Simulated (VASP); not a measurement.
A run of VASP 6.6.1 is set up as follows.

POSCAR

```
BP                                      
1.0
    3.1954827040      0.0000000000      0.0000000000
   -1.5977413520      2.7673691969      0.0000000000
    0.0000000000      0.0000000000     16.0000000000
  B               P             
     1     1
Direct
     0.3333330000000032    0.6666669999999968    0.5000000000000000
     0.6666669999999968    0.3333330000000032    0.5000000000000000
```

INCAR.step1

```
PREC = Accurate
ENCUT = 520
EDIFF = 1E-5
ISMEAR = 0
SIGMA = 0.03
LREAL = False
LASPH = True
NELM = 100
ALGO = Normal
ISIF = 2
LWAVE = True
LDIPOL = True
IDIPOL = 3
DIPOL = 0.5 0.5 0.500
GGA = PE
KPAR = 4
```

INCAR.step2

```
PREC = Accurate
ENCUT = 520
EDIFF = 1E-6
ISMEAR = 0
SIGMA = 0.03
LREAL = False
LASPH = True
NELM = 100
ALGO = Normal
ISIF = 2
LWAVE = False
LCHARG = True
LDIPOL = True
IDIPOL = 3
DIPOL = 0.5 0.5 0.500
GGA = PE
LHFCALC = True
AEXX = 0.25
PRECFOCK = Fast
LVHAR = True
LVACPOTAV = True
ISTART = 1
KPAR = 4
```

KPOINTS

```
regular mesh
0
Gamma
  6 6 1
```

Potentials or basis: VASP PAW PBE potentials, release 64 (B, P).

Run with:

```console
$ cat potpaw_PBE.64/B/POTCAR potpaw_PBE.64/P/POTCAR > POTCAR
$ cp INCAR.step1 INCAR
$ mpirun -np 4 vasp_std > vasp.out
$ cp INCAR.step2 INCAR
$ mpirun -np 4 vasp_std > vasp.out
```

Question: What does it give for the ionisation potential of the upper face?

Answer: 5.73 eV.

Question: What does it give for the band gap on the k mesh?

Answer: 2.00 eV, direct.
